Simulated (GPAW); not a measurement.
# Ti (Im-3m) in GPAW: notebook

Aim: see how the results for Ti move with the level of theory and the settings. Levels: RPBE+D3(BJ), RPBE+D4. Tasks: relaxation of cell and atoms.

Everything below comes from runs of GPAW 26.7.0. Logs are shortened: lines on timing, memory, paths and dates and some standing lists are left out, and cuts for length are marked. The log counts tension as positive stress, the text compression.

## 1. The crystal as given

Symmetry: Im-3m, No. 229, cubic system. The conventional cell has a = 3.282 Å, b = 3.282 Å, c = 3.282 Å, α = 90.00°, β = 90.00°, γ = 90.00°. Ti (site symmetry m-3m) is surrounded by 8 Ti at 2.84 Å.

This isn't the form of Ti at room conditions, which is hcp.

## 2. Relaxation of cell and atoms, RPBE+D3(BJ)

File run.py:

```python
from ase import Atoms
from ase.calculators.mixing import SumCalculator
from ase.filters import FrechetCellFilter
from ase.io import write
from ase.optimize import BFGS
from dftd3.ase import DFTD3
from gpaw import GPAW, PW

atoms = Atoms(['Ti'],
              cell=[[-1.641, 1.641, 1.641],
                    [1.641, -1.641, 1.641],
                    [1.641, 1.641, -1.641]],
              scaled_positions=[[0.0, 0.0, 0.0]],
              pbc=True)

calc = GPAW(mode=PW(600),
            xc='RPBE',
            kpts={'size': (11, 11, 11), 'gamma': True},
            occupations={'name': 'fermi-dirac', 'width': 0.05},
            nbands=14,
            convergence={'density': 1e-05, 'forces': 0.0001},
            maxiter=150,
            txt='gpaw.txt')
atoms.calc = SumCalculator([calc, DFTD3(method='rpbe', damping='d3bj')])
opt = BFGS(FrechetCellFilter(atoms), trajectory='relax.traj', logfile='-')
done = opt.run(fmax=0.05, steps=40)
calc.write('gs.gpw')
write('result.traj', atoms)
print('Converged:', done)
print('Cell:', atoms.cell.cellpar().round(4))
print('Volume:', round(atoms.get_volume(), 4))
print(atoms.get_scaled_positions().round(5))
```

Potentials or basis: the program's PAW data sets (release 1.2.1) made for this functional, pw.

Run with:

```bash
$ OMP_NUM_THREADS=1 python run.py
```

gpaw.txt:

```text
__  _  _
 | _ |_)|_||  |
 |__||  | ||/\| - 26.7.0

Input parameters:
  mode=PW(ecut=600.0),
  convergence={'density': 1e-05, 'forces': 0.0001},
  kpts=MonkhorstPack(size=(11, 11, 11), gamma=True),
  maxiter=150,
  nbands=14,
  occupations=Occupations(name='fermi-dirac', width=0.05),
  xc=XC(name='RPBE')

Diagonalizing LCAO Hamiltonian
Converting LCAO to pw mode

       Ti

Atoms  # Å, Bohr magnetons
|   | symbol |        x |        y |        z |    initial magnetic moments |
|---|--------|----------|----------|----------|-----------------------------|
| 0 |     Ti | 0.000000 | 0.000000 | 0.000000 | ( 0.0000,  0.0000,  0.0000) |

Unit cell  # Å
| periodic |         x |         y |         z |  lengths |     angles |
|----------|-----------|-----------|-----------|----------|------------|
|      yes | -1.641000 |  1.641000 |  1.641000 | 2.842295 | 109.471221 |
|      yes |  1.641000 | -1.641000 |  1.641000 | 2.842295 | 109.471221 |
|      yes |  1.641000 |  1.641000 | -1.641000 | 2.842295 | 109.471221 |

Number of symmetries: 48
Symmetry operations  # r_c * U_cc + t_c -> r_c
|    | kind |            matrix            |
|----|------|------------------------------|
|  0 |  σ   |  1, 1, 1,  0, 0,-1,  0,-1, 0 |
|  1 |  C4  |  1, 1, 1,  0, 0,-1, -1, 0, 0 |
|  2 |  C2  |  1, 1, 1,  0,-1, 0,  0, 0,-1 |
|  3 |  S6  |  1, 1, 1,  0,-1, 0, -1, 0, 0 |
|  4 |  S6  |  1, 1, 1, -1, 0, 0,  0, 0,-1 |
|  5 |  C4  |  1, 1, 1, -1, 0, 0,  0,-1, 0 |
|  6 |  E   |  1, 0, 0,  0, 1, 0,  0, 0, 1 |
|  7 |  σ   |  1, 0, 0,  0, 1, 0, -1,-1,-1 |
|  8 |  σ   |  1, 0, 0,  0, 0, 1,  0, 1, 0 |
|  9 |  C3  |  1, 0, 0,  0, 0, 1, -1,-1,-1 |
| 10 |  C3  |  1, 0, 0, -1,-1,-1,  0, 1, 0 |
| 11 |  σ   |  1, 0, 0, -1,-1,-1,  0, 0, 1 |
| 12 |  σ   |  0, 1, 0,  1, 0, 0,  0, 0, 1 |
| 13 |  C2  |  0, 1, 0,  1, 0, 0, -1,-1,-1 |
| 14 |  C3  |  0, 1, 0,  0, 0, 1,  1, 0, 0 |
| 15 |  S4  |  0, 1, 0,  0, 0, 1, -1,-1,-1 |
| 16 |  S4  |  0, 1, 0, -1,-1,-1,  1, 0, 0 |
[... 190 lines left out ...]
No gap
No difference between direct/indirect transitions

Stress tensor  # eV/Ang^3
|         x |         y |         z |
|-----------|-----------|-----------|
| -0.000839 | -0.000000 |  0.000000 |
| -0.000000 | -0.000839 |  0.000000 |
|  0.000000 |  0.000000 | -0.000839 |

Forces  # eV/Ang
|       x |       y |       z |
|---------|---------|---------|
| 0.00000 | 0.00000 | 0.00000 |  # Ti   0

Interpolating wave functions to new cell

       Ti

Atoms  # Å, Bohr magnetons
|   | symbol |        x |        y |        z |    initial magnetic moments |
|---|--------|----------|----------|----------|-----------------------------|
| 0 |     Ti | 0.000000 | 0.000000 | 0.000000 | ( 0.0000,  0.0000,  0.0000) |

Unit cell  # Å
| periodic |         x |         y |         z |  lengths |     angles |
|----------|-----------|-----------|-----------|----------|------------|
|      yes | -1.548445 |  1.548445 |  1.548445 | 2.681985 | 109.471221 |
|      yes |  1.548445 | -1.548445 |  1.548445 | 2.681985 | 109.471221 |
|      yes |  1.548445 |  1.548445 | -1.548445 | 2.681985 | 109.471221 |

Number of symmetries: 48
Symmetry operations  # r_c * U_cc + t_c -> r_c
|    | kind |            matrix            |
|----|------|------------------------------|
|  0 |  σ   |  1, 1, 1,  0, 0,-1,  0,-1, 0 |
|  1 |  C4  |  1, 1, 1,  0, 0,-1, -1, 0, 0 |
|  2 |  C2  |  1, 1, 1,  0,-1, 0,  0, 0,-1 |
|  3 |  S6  |  1, 1, 1,  0,-1, 0, -1, 0, 0 |
|  4 |  S6  |  1, 1, 1, -1, 0, 0,  0, 0,-1 |
|  5 |  C4  |  1, 1, 1, -1, 0, 0,  0,-1, 0 |
|  6 |  E   |  1, 0, 0,  0, 1, 0,  0, 0, 1 |
|  7 |  σ   |  1, 0, 0,  0, 1, 0, -1,-1,-1 |
|  8 |  σ   |  1, 0, 0,  0, 0, 1,  0, 1, 0 |
|  9 |  C3  |  1, 0, 0,  0, 0, 1, -1,-1,-1 |
| 10 |  C3  |  1, 0, 0, -1,-1,-1,  0, 1, 0 |
| 11 |  σ   |  1, 0, 0, -1,-1,-1,  0, 0, 1 |
| 12 |  σ   |  0, 1, 0,  1, 0, 0,  0, 0, 1 |
| 13 |  C2  |  0, 1, 0,  1, 0, 0, -1,-1,-1 |
| 14 |  C3  |  0, 1, 0,  0, 0, 1,  1, 0, 0 |
| 15 |  S4  |  0, 1, 0,  0, 0, 1, -1,-1,-1 |
| 16 |  S4  |  0, 1, 0, -1,-1,-1,  1, 0, 0 |
[... 191 lines left out ...]
No gap
No difference between direct/indirect transitions

Stress tensor  # eV/Ang^3
|         x |         y |         z |
|-----------|-----------|-----------|
| -0.149719 | -0.000000 | -0.000000 |
| -0.000000 | -0.149719 |  0.000000 |
| -0.000000 |  0.000000 | -0.149719 |

Forces  # eV/Ang
|        x |       y |        z |
|----------|---------|----------|
| -0.00000 | 0.00000 | -0.00000 |  # Ti   0

Interpolating wave functions to new cell

       Ti

Atoms  # Å, Bohr magnetons
|   | symbol |         x |        y |         z |    initial magnetic moments |
|---|--------|-----------|----------|-----------|-----------------------------|
| 0 |     Ti | -0.000000 | 0.000000 | -0.000000 | ( 0.0000,  0.0000,  0.0000) |

Unit cell  # Å
| periodic |         x |         y |         z |  lengths |     angles |
|----------|-----------|-----------|-----------|----------|------------|
|      yes | -1.447735 |  1.447735 |  1.447735 | 2.507551 | 109.471221 |
|      yes |  1.447735 | -1.447735 |  1.447735 | 2.507551 | 109.471221 |
|      yes |  1.447735 |  1.447735 | -1.447735 | 2.507551 | 109.471221 |

Number of symmetries: 48
Symmetry operations  # r_c * U_cc + t_c -> r_c
|    | kind |            matrix            |
|----|------|------------------------------|
|  0 |  σ   |  1, 1, 1,  0, 0,-1,  0,-1, 0 |
|  1 |  C4  |  1, 1, 1,  0, 0,-1, -1, 0, 0 |
|  2 |  C2  |  1, 1, 1,  0,-1, 0,  0, 0,-1 |
|  3 |  S6  |  1, 1, 1,  0,-1, 0, -1, 0, 0 |
|  4 |  S6  |  1, 1, 1, -1, 0, 0,  0, 0,-1 |
|  5 |  C4  |  1, 1, 1, -1, 0, 0,  0,-1, 0 |
|  6 |  E   |  1, 0, 0,  0, 1, 0,  0, 0, 1 |
|  7 |  σ   |  1, 0, 0,  0, 1, 0, -1,-1,-1 |
|  8 |  σ   |  1, 0, 0,  0, 0, 1,  0, 1, 0 |
|  9 |  C3  |  1, 0, 0,  0, 0, 1, -1,-1,-1 |
| 10 |  C3  |  1, 0, 0, -1,-1,-1,  0, 1, 0 |
| 11 |  σ   |  1, 0, 0, -1,-1,-1,  0, 0, 1 |
| 12 |  σ   |  0, 1, 0,  1, 0, 0,  0, 0, 1 |
| 13 |  C2  |  0, 1, 0,  1, 0, 0, -1,-1,-1 |
| 14 |  C3  |  0, 1, 0,  0, 0, 1,  1, 0, 0 |
| 15 |  S4  |  0, 1, 0,  0, 0, 1, -1,-1,-1 |
| 16 |  S4  |  0, 1, 0, -1,-1,-1,  1, 0, 0 |
[... 191 lines left out ...]
No gap
No difference between direct/indirect transitions

Stress tensor  # eV/Ang^3
|         x |         y |         z |
|-----------|-----------|-----------|
| -0.432762 | -0.000000 |  0.000000 |
| -0.000000 | -0.432762 | -0.000000 |
|  0.000000 | -0.000000 | -0.432762 |

Forces  # eV/Ang
|       x |        y |        z |
|---------|----------|----------|
| 0.00000 | -0.00000 | -0.00000 |  # Ti   0

Interpolating wave functions to new cell

       Ti

Atoms  # Å, Bohr magnetons
|   | symbol |         x |         y |         z |    initial magnetic moments |
|---|--------|-----------|-----------|-----------|-----------------------------|
| 0 |     Ti | -0.000000 | -0.000000 | -0.000000 | ( 0.0000,  0.0000,  0.0000) |

Unit cell  # Å
| periodic |         x |         y |         z |  lengths |     angles |
|----------|-----------|-----------|-----------|----------|------------|
|      yes | -1.460012 |  1.460012 |  1.460012 | 2.528815 | 109.471221 |
|      yes |  1.460012 | -1.460012 |  1.460012 | 2.528815 | 109.471221 |
|      yes |  1.460012 |  1.460012 | -1.460012 | 2.528815 | 109.471221 |

Number of symmetries: 48
Symmetry operations  # r_c * U_cc + t_c -> r_c
|    | kind |            matrix            |
|----|------|------------------------------|
|  0 |  σ   |  1, 1, 1,  0, 0,-1,  0,-1, 0 |
|  1 |  C4  |  1, 1, 1,  0, 0,-1, -1, 0, 0 |
|  2 |  C2  |  1, 1, 1,  0,-1, 0,  0, 0,-1 |
|  3 |  S6  |  1, 1, 1,  0,-1, 0, -1, 0, 0 |
|  4 |  S6  |  1, 1, 1, -1, 0, 0,  0, 0,-1 |
|  5 |  C4  |  1, 1, 1, -1, 0, 0,  0,-1, 0 |
|  6 |  E   |  1, 0, 0,  0, 1, 0,  0, 0, 1 |
|  7 |  σ   |  1, 0, 0,  0, 1, 0, -1,-1,-1 |
|  8 |  σ   |  1, 0, 0,  0, 0, 1,  0, 1, 0 |
|  9 |  C3  |  1, 0, 0,  0, 0, 1, -1,-1,-1 |
| 10 |  C3  |  1, 0, 0, -1,-1,-1,  0, 1, 0 |
| 11 |  σ   |  1, 0, 0, -1,-1,-1,  0, 0, 1 |
| 12 |  σ   |  0, 1, 0,  1, 0, 0,  0, 0, 1 |
| 13 |  C2  |  0, 1, 0,  1, 0, 0, -1,-1,-1 |
| 14 |  C3  |  0, 1, 0,  0, 0, 1,  1, 0, 0 |
| 15 |  S4  |  0, 1, 0,  0, 0, 1, -1,-1,-1 |
| 16 |  S4  |  0, 1, 0, -1,-1,-1,  1, 0, 0 |
[... 190 lines left out ...]
No gap
No difference between direct/indirect transitions

Stress tensor  # eV/Ang^3
|         x |         y |         z |
|-----------|-----------|-----------|
| -0.388269 | -0.000000 | -0.000000 |
| -0.000000 | -0.388269 | -0.000000 |
| -0.000000 | -0.000000 | -0.388269 |

Forces  # eV/Ang
|       x |        y |        z |
|---------|----------|----------|
| 0.00000 | -0.00000 | -0.00000 |  # Ti   0

# Writing to gs.gpw (mode='')
```

It took 31 s on 1 thread of Arm Neoverse V1, shared host; peak memory 0.17 GiB.

Results:

```
Free energy                            : -10.3473 eV
Relaxed volume                         : 12.45 Å³/atom
Relaxed cell                           : a = 2.529 Å, b = 2.529 Å, c = 2.529 Å, α = 109.47°, β = 109.47°, γ = 109.47°
Space group after relaxing (to 0.05 Å) : Im-3m (No. 229)
Energy gained by relaxing              : 719.0 meV/atom
Ionic steps                            : 4
Pressure after relaxing                : -0.3 GPa
Band gap on the k mesh                 : none (metal or under the smearing width)
Dispersion energy per atom             : -5.020 eV
```

Step by step:
| step | energy change (eV) | largest force (eV/Å) | pressure (GPa) | volume (Å³) |
| --- | --- | --- | --- | --- |
| 1 | 0.0000 | 0.0000 | -36.83 | 17.68 |
| 2 | -0.5368 | 0.0000 | -23.53 | 14.85 |
| 3 | -0.7129 | 0.0000 | 4.13 | 12.14 |
| 4 | -0.7190 | 0.0000 | -0.28 | 12.45 |

Final structure:
```xyz
1
Lattice="-1.4600 1.4600 1.4600 1.4600 -1.4600 1.4600 1.4600 1.4600 -1.4600" Properties=species:S:1:pos:R:3 pbc="T T T"
Ti    0.0000    0.0000    0.0000
```

Caveat: later steps reuse the first step's grids; the volume moved by over 15 % at a fixed basis, so the end points are rough; the volume moved by -30 % from the deposited cell, more than functionals usually miss; pairwise dispersion overbinds metals, which lowers pressure and volume.

## 3. Relaxation of cell and atoms, RPBE+D4

Changes to run.py since step 2:

```diff
@@ -4,4 +4,4 @@
 from ase.io import write
-from ase.optimize import BFGS
-from dftd3.ase import DFTD3
+from ase.optimize import LBFGS
+from dftd4.ase import DFTD4
 from gpaw import GPAW, PW
@@ -23,4 +23,4 @@
             txt='gpaw.txt')
-atoms.calc = SumCalculator([calc, DFTD3(method='rpbe', damping='d3bj')])
-opt = BFGS(FrechetCellFilter(atoms), trajectory='relax.traj', logfile='-')
+atoms.calc = SumCalculator([calc, DFTD4(method='rpbe')])
+opt = LBFGS(FrechetCellFilter(atoms), trajectory='relax.traj', logfile='-')
 done = opt.run(fmax=0.05, steps=40)
```

Potentials or basis: the program's PAW data sets (release 1.2.1) made for this functional, pw.

Run with:

```bash
$ OMP_NUM_THREADS=1 python run.py
```

gpaw.txt:

```text
__  _  _
 | _ |_)|_||  |
 |__||  | ||/\| - 26.7.0

Input parameters:
  mode=PW(ecut=600.0),
  convergence={'density': 1e-05, 'forces': 0.0001},
  kpts=MonkhorstPack(size=(11, 11, 11), gamma=True),
  maxiter=150,
  nbands=14,
  occupations=Occupations(name='fermi-dirac', width=0.05),
  xc=XC(name='RPBE')

Diagonalizing LCAO Hamiltonian
Converting LCAO to pw mode

       Ti

Atoms  # Å, Bohr magnetons
|   | symbol |        x |        y |        z |    initial magnetic moments |
|---|--------|----------|----------|----------|-----------------------------|
| 0 |     Ti | 0.000000 | 0.000000 | 0.000000 | ( 0.0000,  0.0000,  0.0000) |

Unit cell  # Å
| periodic |         x |         y |         z |  lengths |     angles |
|----------|-----------|-----------|-----------|----------|------------|
|      yes | -1.641000 |  1.641000 |  1.641000 | 2.842295 | 109.471221 |
|      yes |  1.641000 | -1.641000 |  1.641000 | 2.842295 | 109.471221 |
|      yes |  1.641000 |  1.641000 | -1.641000 | 2.842295 | 109.471221 |

Number of symmetries: 48
Symmetry operations  # r_c * U_cc + t_c -> r_c
|    | kind |            matrix            |
|----|------|------------------------------|
|  0 |  σ   |  1, 1, 1,  0, 0,-1,  0,-1, 0 |
|  1 |  C4  |  1, 1, 1,  0, 0,-1, -1, 0, 0 |
|  2 |  C2  |  1, 1, 1,  0,-1, 0,  0, 0,-1 |
|  3 |  S6  |  1, 1, 1,  0,-1, 0, -1, 0, 0 |
|  4 |  S6  |  1, 1, 1, -1, 0, 0,  0, 0,-1 |
|  5 |  C4  |  1, 1, 1, -1, 0, 0,  0,-1, 0 |
|  6 |  E   |  1, 0, 0,  0, 1, 0,  0, 0, 1 |
|  7 |  σ   |  1, 0, 0,  0, 1, 0, -1,-1,-1 |
|  8 |  σ   |  1, 0, 0,  0, 0, 1,  0, 1, 0 |
|  9 |  C3  |  1, 0, 0,  0, 0, 1, -1,-1,-1 |
| 10 |  C3  |  1, 0, 0, -1,-1,-1,  0, 1, 0 |
| 11 |  σ   |  1, 0, 0, -1,-1,-1,  0, 0, 1 |
| 12 |  σ   |  0, 1, 0,  1, 0, 0,  0, 0, 1 |
| 13 |  C2  |  0, 1, 0,  1, 0, 0, -1,-1,-1 |
| 14 |  C3  |  0, 1, 0,  0, 0, 1,  1, 0, 0 |
| 15 |  S4  |  0, 1, 0,  0, 0, 1, -1,-1,-1 |
| 16 |  S4  |  0, 1, 0, -1,-1,-1,  1, 0, 0 |
[... 190 lines left out ...]
No gap
No difference between direct/indirect transitions

Stress tensor  # eV/Ang^3
|         x |         y |         z |
|-----------|-----------|-----------|
| -0.000839 |  0.000000 |  0.000000 |
|  0.000000 | -0.000839 | -0.000000 |
|  0.000000 | -0.000000 | -0.000839 |

Forces  # eV/Ang
|       x |       y |       z |
|---------|---------|---------|
| 0.00000 | 0.00000 | 0.00000 |  # Ti   0

Interpolating wave functions to new cell

       Ti

Atoms  # Å, Bohr magnetons
|   | symbol |        x |         y |         z |    initial magnetic moments |
|---|--------|----------|-----------|-----------|-----------------------------|
| 0 |     Ti | 0.000000 | -0.000000 | -0.000000 | ( 0.0000,  0.0000,  0.0000) |

Unit cell  # Å
| periodic |         x |         y |         z |  lengths |     angles |
|----------|-----------|-----------|-----------|----------|------------|
|      yes | -1.633259 |  1.633259 |  1.633259 | 2.828888 | 109.471221 |
|      yes |  1.633259 | -1.633259 |  1.633259 | 2.828888 | 109.471221 |
|      yes |  1.633259 |  1.633259 | -1.633259 | 2.828888 | 109.471221 |

Number of symmetries: 48
Symmetry operations  # r_c * U_cc + t_c -> r_c
|    | kind |            matrix            |
|----|------|------------------------------|
|  0 |  σ   |  1, 1, 1,  0, 0,-1,  0,-1, 0 |
|  1 |  C4  |  1, 1, 1,  0, 0,-1, -1, 0, 0 |
|  2 |  C2  |  1, 1, 1,  0,-1, 0,  0, 0,-1 |
|  3 |  S6  |  1, 1, 1,  0,-1, 0, -1, 0, 0 |
|  4 |  S6  |  1, 1, 1, -1, 0, 0,  0, 0,-1 |
|  5 |  C4  |  1, 1, 1, -1, 0, 0,  0,-1, 0 |
|  6 |  E   |  1, 0, 0,  0, 1, 0,  0, 0, 1 |
|  7 |  σ   |  1, 0, 0,  0, 1, 0, -1,-1,-1 |
|  8 |  σ   |  1, 0, 0,  0, 0, 1,  0, 1, 0 |
|  9 |  C3  |  1, 0, 0,  0, 0, 1, -1,-1,-1 |
| 10 |  C3  |  1, 0, 0, -1,-1,-1,  0, 1, 0 |
| 11 |  σ   |  1, 0, 0, -1,-1,-1,  0, 0, 1 |
| 12 |  σ   |  0, 1, 0,  1, 0, 0,  0, 0, 1 |
| 13 |  C2  |  0, 1, 0,  1, 0, 0, -1,-1,-1 |
| 14 |  C3  |  0, 1, 0,  0, 0, 1,  1, 0, 0 |
| 15 |  S4  |  0, 1, 0,  0, 0, 1, -1,-1,-1 |
| 16 |  S4  |  0, 1, 0, -1,-1,-1,  1, 0, 0 |
[... 190 lines left out ...]
No gap
No difference between direct/indirect transitions

Stress tensor  # eV/Ang^3
|         x |         y |         z |
|-----------|-----------|-----------|
| -0.010082 | -0.000000 | -0.000000 |
| -0.000000 | -0.010082 |  0.000000 |
| -0.000000 |  0.000000 | -0.010082 |

Forces  # eV/Ang
|        x |       y |        z |
|----------|---------|----------|
| -0.00000 | 0.00000 | -0.00000 |  # Ti   0

Interpolating wave functions to new cell

       Ti

Atoms  # Å, Bohr magnetons
|   | symbol |        x |        y |         z |    initial magnetic moments |
|---|--------|----------|----------|-----------|-----------------------------|
| 0 |     Ti | 0.000000 | 0.000000 | -0.000000 | ( 0.0000,  0.0000,  0.0000) |

Unit cell  # Å
| periodic |         x |         y |         z |  lengths |     angles |
|----------|-----------|-----------|-----------|----------|------------|
|      yes | -1.624549 |  1.624549 |  1.624549 | 2.813802 | 109.471221 |
|      yes |  1.624549 | -1.624549 |  1.624549 | 2.813802 | 109.471221 |
|      yes |  1.624549 |  1.624549 | -1.624549 | 2.813802 | 109.471221 |

Number of symmetries: 48
Symmetry operations  # r_c * U_cc + t_c -> r_c
|    | kind |            matrix            |
|----|------|------------------------------|
|  0 |  σ   |  1, 1, 1,  0, 0,-1,  0,-1, 0 |
|  1 |  C4  |  1, 1, 1,  0, 0,-1, -1, 0, 0 |
|  2 |  C2  |  1, 1, 1,  0,-1, 0,  0, 0,-1 |
|  3 |  S6  |  1, 1, 1,  0,-1, 0, -1, 0, 0 |
|  4 |  S6  |  1, 1, 1, -1, 0, 0,  0, 0,-1 |
|  5 |  C4  |  1, 1, 1, -1, 0, 0,  0,-1, 0 |
|  6 |  E   |  1, 0, 0,  0, 1, 0,  0, 0, 1 |
|  7 |  σ   |  1, 0, 0,  0, 1, 0, -1,-1,-1 |
|  8 |  σ   |  1, 0, 0,  0, 0, 1,  0, 1, 0 |
|  9 |  C3  |  1, 0, 0,  0, 0, 1, -1,-1,-1 |
| 10 |  C3  |  1, 0, 0, -1,-1,-1,  0, 1, 0 |
| 11 |  σ   |  1, 0, 0, -1,-1,-1,  0, 0, 1 |
| 12 |  σ   |  0, 1, 0,  1, 0, 0,  0, 0, 1 |
| 13 |  C2  |  0, 1, 0,  1, 0, 0, -1,-1,-1 |
| 14 |  C3  |  0, 1, 0,  0, 0, 1,  1, 0, 0 |
| 15 |  S4  |  0, 1, 0,  0, 0, 1, -1,-1,-1 |
| 16 |  S4  |  0, 1, 0, -1,-1,-1,  1, 0, 0 |
[... 190 lines left out ...]
No gap
No difference between direct/indirect transitions

Stress tensor  # eV/Ang^3
|         x |         y |         z |
|-----------|-----------|-----------|
| -0.021057 | -0.000000 |  0.000000 |
| -0.000000 | -0.021057 |  0.000000 |
|  0.000000 |  0.000000 | -0.021057 |

Forces  # eV/Ang
|        x |       y |       z |
|----------|---------|---------|
| -0.00000 | 0.00000 | 0.00000 |  # Ti   0

# Writing to gs.gpw (mode='')
```

It took 27 s on 1 thread of Arm Neoverse V1, shared host; peak memory 0.16 GiB.

What came out:

```yaml
Free_energy: -6.5269 eV
Relaxed_volume: 17.15 Å³/atom
Relaxed_cell: a = 2.814 Å, b = 2.814 Å, c = 2.814 Å, α = 109.47°, β = 109.47°, γ = 109.47°
Space_group_after_relaxing_to_0.05_Å: Im-3m (No. 229)
Energy_gained_by_relaxing: 2.4 meV/atom
Ionic_steps: 3
Pressure_after_relaxing: 0.0 GPa
Band_gap_on_the_k_mesh: none (metal or under the smearing width)
Dispersion_energy_per_atom: -0.368 eV
```

Step by step:
```csv
step,energy change (eV),largest force (eV/Å),pressure (GPa),volume (Å³)
1,0.0000,0.0000,-3.00,17.68
2,-0.0024,0.0000,-1.61,17.43
3,-0.0024,0.0000,0.03,17.15
```

Final structure:
```yaml
crystal:
  lattice:
    - [-1.62455, 1.62455, 1.62455]
    - [1.62455, -1.62455, 1.62455]
    - [1.62455, 1.62455, -1.62455]
  atoms:
    - { symbol: Ti, position: [0.00000, 0.00000, 0.00000] }
```

Levels at points of the mesh, in eV from the Fermi level:
| k point | band 3 | band 4 | band 5 | band 6 | band 7 | band 8 | band 9 | band 10 |
| --- | --- | --- | --- | --- | --- | --- | --- | --- |
| (0.00, 0.00, 0.00) | -32.41 | -32.41 | -5.95 | 1.03 | 1.03 | 1.03 | 2.80 | 2.80 |

Caveat: later steps reuse the first step's grids; pairwise dispersion overbinds metals, which lowers pressure and volume.
